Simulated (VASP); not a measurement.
# MgO in VASP: one cell, several levels of theory, part 2 of 2

VASP 6.6.1, plane waves, PAW.

## 3. r2SCAN at this geometry

INCAR reads:

```
ENCUT = 520.000000
SIGMA = 0.010000
EDIFF = 1.00e-07
ALGO = Normal
METAGGA = R2SCAN
PREC = Accurate
IBRION = -1
ISIF = 2
ISMEAR = 0
NBANDS = 16
NELM = 120
NSW = 0
LASPH = .TRUE.
LCHARG = .FALSE.
LWAVE = .FALSE.
LREAL = .FALSE.
```

KPOINTS reads:

```
KPOINTS created by Atomic Simulation Environment
0
Gamma
12 12 6
0 0 0
```

KPOINTS_OPT reads:

```
special points
6
Reciprocal
0.0000000000 0.0000000000 0.0000000000 1
0.5000000000 0.0000000000 0.0000000000 1
0.3333333333 0.3333333333 0.0000000000 1
0.0000000000 0.0000000000 0.5000000000 1
0.5000000000 0.0000000000 0.5000000000 1
0.3333333333 0.3333333333 0.5000000000 1
```

POSCAR reads:

```
Mg O
 1.0000000000000000
     3.4840796175216102   -0.0000000000288676    0.0000000000000000
    -1.7420398087358051    3.0173014575957189    0.0000000000000000
     0.0000000000000000    0.0000000000000000    4.0840324655000000
 Mg  O
   2   2
Cartesian
  1.7420398087691389  1.0057671525126612  3.0630243491250000
  0.0000000000166668  2.0115343050541901  1.0210081163750000
  1.7420398087691389  1.0057671525126612  1.0210081163750000
  0.0000000000166668  2.0115343050541901  3.0630243491250000
```

On the command line:

```
> mpirun -np 1 vasp_std
```

Standard output, without the iteration lines:

```text
POSCAR found type information on POSCAR MgO
 POSCAR found :  2 types and       4 ions
 -----------------------------------------------------------------------------
|                                                                             |
|                                                                             |
|     You enforced a specific xc type in the INCAR file but a different       |
|     I HOPE YOU KNOW WHAT YOU ARE DOING!                                     |
|                                                                             |
 -----------------------------------------------------------------------------

 LDA part: xc-table for (None), standard interpolation
 POSCAR, INCAR and KPOINTS ok, starting setup
 FFT: planning ... GRIDC
 FFT: planning ... GRID_SOFT
 FFT: planning ... GRID
 WAVECAR not read
 entering main loop
 Start KPOINTS_OPT (optional k-point list driver)
k-point batch [1-6\6]
```

OSZICAR:

```text
N       E                     dE             d eps       ncg     rms          rms(c)
DAV:   1     0.510470602249E+02    0.51047E+02   -0.79788E+03  2440   0.928E+02
DAV:   2    -0.364330314805E+02   -0.87480E+02   -0.80342E+02  3440   0.204E+02
DAV:   3    -0.404567134808E+02   -0.40237E+01   -0.40110E+01  2800   0.444E+01
DAV:   4    -0.404742147590E+02   -0.17501E-01   -0.17501E-01  2952   0.340E+00
DAV:   5    -0.404743072041E+02   -0.92445E-04   -0.92445E-04  2816   0.240E-01    0.106E+01
DAV:   6    -0.318202044709E+02    0.86541E+01   -0.66903E+00  2584   0.195E+01    0.295E+00
DAV:   7    -0.320307925041E+02   -0.21059E+00   -0.53945E-01  2888   0.513E+00    0.227E+00
DAV:   8    -0.320665527404E+02   -0.35760E-01   -0.17237E-01  2464   0.430E+00    0.105E+00
DAV:   9    -0.320518719971E+02    0.14681E-01   -0.75217E-02  2640   0.241E+00    0.351E-01
DAV:  10    -0.320505848825E+02    0.12871E-02   -0.64244E-03  2488   0.719E-01    0.379E-02
DAV:  11    -0.320506070060E+02   -0.22124E-04   -0.25099E-04  2576   0.140E-01    0.396E-03
DAV:  12    -0.320506103677E+02   -0.33617E-05   -0.84409E-06  2912   0.214E-02    0.104E-02
DAV:  13    -0.320506079100E+02    0.24577E-05   -0.66867E-06  2616   0.211E-02    0.191E-03
DAV:  14    -0.320506073791E+02    0.53098E-06   -0.19888E-07  2480   0.376E-03    0.509E-04
DAV:  15    -0.320506074133E+02   -0.34223E-07   -0.14914E-08  1336   0.104E-03
   1 F= -.32050607E+02 E0= -.32050607E+02  d E =-.172042E-43
       N       E                     dE             ncg
DAV:   1     0.177372226778E+04   -0.24292E+04      192
DAV:   2     0.125483041645E+04   -0.51889E+03      256
DAV:   3     0.123217981864E+04   -0.22651E+02      232
DAV:   4     0.123208188918E+04   -0.97929E-01      224
DAV:   5     0.123208131497E+04   -0.57421E-03      240
DAV:   6     0.123208131025E+04   -0.47143E-05      224
DAV:   7     0.123208131021E+04   -0.44763E-07      192
```

From OUTCAR:

```text
k-points           NKPTS =     76   k-points in BZ     NKDIM =     76   number of bands    NBANDS=     16

   NELECT =      16.0000    total number of electrons

   dimension x,y,z NGX =    28 NGY =   28 NGZ =   30
   dimension x,y,z NGXF=    56 NGYF=   56 NGZF=   60

  energy-cutoff  :      520.00
  volume of cell :       42.93
      direct lattice vectors                 reciprocal lattice vectors
     3.484079618 -0.000000000  0.000000000     0.287019847  0.165710986  0.000000000
    -1.742039809  3.017301458  0.000000000     0.000000000  0.331421972  0.000000000
     0.000000000  0.000000000  4.084032465     0.000000000  0.000000000  0.244856036

 k-points in reciprocal lattice and weights: KPOINTS created by Atomic Simulation Env
   0.00000000  0.00000000  0.00000000       0.001
   0.08333333  0.00000000  0.00000000       0.007
   0.16666667  0.00000000  0.00000000       0.007
   0.25000000  0.00000000  0.00000000       0.007
   0.33333333  0.00000000  0.00000000       0.007
   0.41666667 -0.00000000  0.00000000       0.007
   0.50000000  0.00000000  0.00000000       0.003
   0.08333333  0.08333333  0.00000000       0.007
[... 68 more k-points ...]

 E-fermi :   1.8053

 k-point     1 :       0.0000    0.0000    0.0000
  band No.  band energies     occupation
      1     -16.2635      2.00000
      2     -14.7975      2.00000
      3      -1.9713      2.00000
      4      -0.1090      2.00000
      5      -0.1090      2.00000
      6       0.9058      2.00000
      7       0.9058      2.00000
      8       1.7110      2.00000
      9       5.9425      0.00000
     10      12.4299      0.00000
     11      15.2221      0.00000
     12      15.2221      0.00000
     13      15.3398      0.00000
     14      18.5378      0.00000
     15      18.5378      0.00000
     16      18.7844      0.00000

 k-point     2 :       0.0833    0.0000    0.0000
  band No.  band energies     occupation
      1     -16.2291      2.00000
      2     -14.8053      2.00000
      3      -1.9169      2.00000
      4      -0.2122      2.00000
      5      -0.1687      2.00000
      6       0.7373      2.00000
      7       0.9456      2.00000
      8       1.6526      2.00000
      9       6.2474      0.00000
     10      12.6159      0.00000
     11      14.8077      0.00000
     12      15.1826      0.00000
     13      15.3603      0.00000
     14      18.1546      0.00000
     15      18.2240      0.00000
     16      18.4703      0.00000

 k-point     3 :       0.1667    0.0000    0.0000
  band No.  band energies     occupation
      1     -16.1298      2.00000
      2     -14.8305      2.00000
      3      -1.7579      2.00000
      4      -0.5328      2.00000
      5      -0.3110      2.00000
      6       0.4114      2.00000
      7       1.0337      2.00000
      8       1.4827      2.00000
      9       6.9966      0.00000
     10      13.0903      0.00000
     11      14.0264      0.00000
     12      14.6743      0.00000
     13      15.7538      0.00000
     14      17.4289      0.00000
     15      17.7532      0.00000
     16      17.8619      0.00000

 k-point     4 :       0.2500    0.0000    0.0000
  band No.  band energies     occupation
      1     -15.9797      2.00000
      2     -14.8785      2.00000
      3      -1.5072      2.00000
      4      -1.0069      2.00000
      5      -0.4746      2.00000
      6       0.1449      2.00000
      7       1.1234      2.00000
      8       1.2180      2.00000
      9       7.9020      0.00000
     10      12.9652      0.00000
     11      13.9391      0.00000
     12      14.1179      0.00000
     13      16.3317      0.00000
     14      16.7481      0.00000
     15      16.9692      0.00000
     16      17.8235      0.00000

 k-point     5 :       0.3333    0.0000    0.0000
  band No.  band energies     occupation
      1     -15.8025      2.00000
      2     -14.9522      2.00000
      3      -1.4646      2.00000
      4      -1.1914      2.00000
      5      -0.6162      2.00000
      6      -0.0354      2.00000
      7       0.8892      2.00000
      8       1.1917      2.00000
      9       8.7185      0.00000
     10      12.4120      0.00000
     11      13.2523      0.00000
     12      14.9205      0.00000
     13      16.2301      0.00000
     14      16.3425      0.00000
     15      16.9584      0.00000
     16      17.9664      0.00000

 k-point     6 :       0.4167   -0.0000    0.0000
  band No.  band energies     occupation
      1     -15.6370      2.00000
      2     -15.0410      2.00000
      3      -1.7795      2.00000
      4      -0.8706      2.00000
      5      -0.7102      2.00000
      6      -0.1421      2.00000
      7       0.5592      2.00000
      8       1.2322      2.00000
      9       9.2498      0.00000
     10      12.1233      0.00000
     11      12.7899      0.00000
     12      15.3624      0.00000
     13      15.9110      0.00000
     14      16.1970      0.00000
     15      17.4462      0.00000
     16      18.1201      0.00000

 k-point     7 :       0.5000    0.0000    0.0000
  band No.  band energies     occupation
      1     -15.5586      2.00000
      2     -15.0910      2.00000
      3      -1.8905      2.00000
      4      -0.7430      2.00000
      5      -0.7059      2.00000
      6      -0.1776      2.00000
      7       0.3914      2.00000
      8       1.2455      2.00000
      9       9.4206      0.00000
     10      12.0593      0.00000
     11      12.6288      0.00000
     12      15.3385      0.00000
     13      15.8035      0.00000
     14      16.3684      0.00000
     15      17.6296      0.00000
     16      18.1830      0.00000

 k-point     8 :       0.0833    0.0833    0.0000
  band No.  band energies     occupation
      1     -16.1622      2.00000
      2     -14.8218      2.00000
      3      -1.8102      2.00000
      4      -0.3574      2.00000
      5      -0.3496      2.00000
      6       0.5234      2.00000
      7       0.9940      2.00000
      8       1.5385      2.00000
      9       6.7701      0.00000
     10      12.9651      0.00000
     11      14.2099      0.00000
     12      14.8344      0.00000
     13      15.6266      0.00000
     14      17.7555      0.00000
     15      17.8105      0.00000
     16      17.9833      0.00000

 k-point     9 :       0.1667    0.0833    0.0000
  band No.  band energies     occupation
      1     -16.0371      2.00000
      2     -14.8587      2.00000
      3      -1.6049      2.00000
      4      -0.7828      2.00000
      5      -0.5061      2.00000
      6       0.2960      2.00000
      7       1.0586      2.00000
      8       1.3214      2.00000
      9       7.5853      0.00000
     10      13.3186      0.00000
     11      13.7322      0.00000
     12      14.1615      0.00000
     13      16.0700      0.00000
     14      17.1608      0.00000
     15      17.3272      0.00000
     16      17.6712      0.00000

 k-point    10 :       0.2500    0.0833    0.0000
  band No.  band energies     occupation
      1     -15.8723      2.00000
      2     -14.9204      2.00000
      3      -1.3192      2.00000
      4      -1.2713      2.00000
      5      -0.6295      2.00000
      6       0.0942      2.00000
      7       1.0238      2.00000
      8       1.1211      2.00000
      9       8.4355      0.00000
     10      12.7237      0.00000
     11      13.4119      0.00000
     12      14.5149      0.00000
     13      16.2351      0.00000
     14      16.6267      0.00000
     15      17.0677      0.00000
     16      17.7881      0.00000

 k-point    11 :       0.3333    0.0833    0.0000
  band No.  band energies     occupation
      1     -15.6965      2.00000
      2     -15.0059      2.00000
      3      -1.6636      2.00000
      4      -0.9909      2.00000
      5      -0.7031      2.00000
      6      -0.0716      2.00000
      7       0.6863      2.00000
      8       1.1656      2.00000
      9       9.0960      0.00000
     10      12.3407      0.00000
     11      12.8186      0.00000
     12      15.2700      0.00000
     13      15.9651      0.00000
     14      16.2468      0.00000
     15      17.4009      0.00000
     16      17.9742      0.00000

 k-point    12 :       0.4167    0.0833    0.0000
  band No.  band energies     occupation
      1     -15.5618      2.00000
      2     -15.0881      2.00000
      3      -1.8773      2.00000
      4      -0.7319      2.00000
      5      -0.7159      2.00000
      6      -0.1696      2.00000
      7       0.4065      2.00000
      8       1.1878      2.00000
      9       9.4237      0.00000
     10      12.2246      0.00000
     11      12.4990      0.00000
     12      15.3130      0.00000
     13      16.0515      0.00000
     14      16.2823      0.00000
     15      17.5775      0.00000
     16      18.1000      0.00000

[... the tables of k-points 13 to 76 left out ...]

  Total        0.3565076      0.3565076      1.8167773      0.0000000      0.0000000      0.0000000
  in kB       13.3040348     13.3040348     67.7979127      0.0000000      0.0000000      0.0000000
  external PRESSURE =      31.4686608 kB  Pullay stress =       0.0000000 kB

 POSITION                                       TOTAL-FORCE (eV/Angst)
 -----------------------------------------------------------------------------------
      1.74204      1.00577      3.06302        -0.000000      0.000000      0.000000
      0.00000      2.01153      1.02101         0.000000     -0.000000      0.000000
      1.74204      1.00577      1.02101         0.000000     -0.000000      0.000000
      0.00000      2.01153      3.06302         0.000000     -0.000000     -0.000000
 -----------------------------------------------------------------------------------
    total drift:                               -0.000000      0.000000     -0.000000

  FREE ENERGIE OF THE ION-ELECTRON SYSTEM (eV)
  ---------------------------------------------------
  free  energy   TOTEN  =       -32.0506074133 eV

  energy  without entropy=      -32.0506074133  energy(sigma->0) =      -32.05060741
```

Hardware: 1 MPI rank of Intel Xeon Platinum 8488C, shared host.

The levels at the points of KPOINTS_OPT are read from vasprun.xml.

Levels at the named points, in eV from the top of band v (v: the last filled band by count, c: the next):

| point | v−1 | v | c | c+1 |
| --- | --- | --- | --- | --- |
| Γ | -0.81 | 0.00 | 4.23 | 10.72 |
| M | -1.32 | -0.47 | 7.71 | 10.35 |
| K | -1.85 | -0.80 | 7.98 | 10.00 |
| A | -1.33 | -1.33 | 7.32 | 7.32 |
| L | -0.81 | -0.81 | 8.16 | 8.16 |
| H | -0.36 | -0.36 | 8.96 | 8.96 |

r2SCAN gives a direct gap of 4.23 eV at Γ. Pressure: 3.15 GPa; the forces vanish within 0.01 eV/Å.

## 4. Results

This closing draws on all 2 parts.

```
 level  gap (eV)  pressure (GPa)  Ansatz: gap (eV)  Ansatz: pressure (GPa)
   PBE      3.59            7.99              3.60                    8.47
r2SCAN      4.23            3.15              4.24                    3.94
```

What this shows: The gap runs from 3.59 eV (PBE) to 4.23 eV (r2SCAN). The pressure is highest with PBE (8.0 GPa) and lowest with r2SCAN (3.1 GPa), which orders the cells that they would relax to. The two programs agree on the gap within 0.03 eV, far less than the spread between functionals. The two codes have different PAW datasets and cutoffs. VASP's cell holds 16 valence electrons and Ansatz's 32.
